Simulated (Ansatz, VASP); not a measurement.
One calculation of PtSe2, two programs

File INCAR:

```
SYSTEM = PtSe2
  PREC = Accurate
  ENCUT = 520
  EDIFF = 1E-6
  ISMEAR = 0
  SIGMA = 0.15
  LREAL = .False.
  LASPH = .True.
  NELM = 60
  ALGO = Normal
  ISIF = 2
  LWAVE = .False.
  LCHARG = .True.
  GGA = PE
  LELF = .True.
  LVHAR = .True.
  NBANDS = 18
```

Contents of KPOINTS:

```
Automatic mesh
0
Gamma
  12 12 10
  0 0 0
```

POSCAR

```
PtSe2
1.0
    3.7240006046      0.0000000000      0.0000000000
   -1.8620003023      3.2250791273      0.0000000000
    0.0000000000      0.0000000000      5.4669600000
Pt Se
1 2
Direct
    0.0000000000      0.0000000000      0.0000000000
    0.3333333333      0.6666666667      0.2500000000
    0.6666666667      0.3333333333      0.7500000000
```

Input for Ansatz:

```yaml
crystal:
  lattice:
    - [3.7240006046, 0.0, 0.0]
    - [-1.8620003023, 3.2250791273, 0.0]
    - [0.0, 0.0, 5.46696]
  atoms:
    - { symbol: Pt, position: [0.0, 0.0, 0.0] }
    - { symbol: Se, position: [0.3333333333, 0.6666666667, 0.25] }
    - { symbol: Se, position: [0.6666666667, 0.3333333333, 0.75] }
basis:
  ecutwfc: 420
kpoints:
  mp_grid: { grid: [12, 12, 10] }
hamiltonian:
  xc: pbe
scf:
  occupations: { method: gaussian, width: 0.15 }
output:
  forces: true
  stress: true
  eigenvalues: true
```

Change from the starting cell: strain +0.000 along x and y, +0.080 along z, atoms carried along.

Alike in both runs: task single point; functional PBE; k mesh 12 × 12 × 10; occupations gaussian, width 0.15 eV; no spin polarisation.

```csv
,VASP,Ansatz
version,VASP 6.6.1,Ansatz 0.2.0
potentials or method,"VASP PAW PBE potentials, release 64 (Pt, Se)","scalar-relativistic, plane waves, PAW"
plane-wave cutoff (eV),520,420
valence electrons in the cell,22,50
```

Ansatz gave:

| Property | Result |
| --- | --- |
| gap on the k mesh at the Fermi level (eV) | none |
| pressure (GPa) | -0.3 |
| largest component of the traceless stress (GPa) | 1.94 |
| rms of the force components (eV/Å) | 0.240 |

Problem. Estimate VASP's values.

Solution. gap on the k mesh at the Fermi level (eV): none; pressure (GPa): -0.4; largest component of the traceless stress (GPa): 1.95; rms of the force components (eV/Å): 0.240.

Atom by atom the forces differ by 0.001 eV/Å (rms over components). A gap of «none» marks a metal or a gap that the smearing closes. The two sets of potentials don't hold the same shells in valence.

The runs have no spin-orbit coupling, so splittings on Pt are missing.
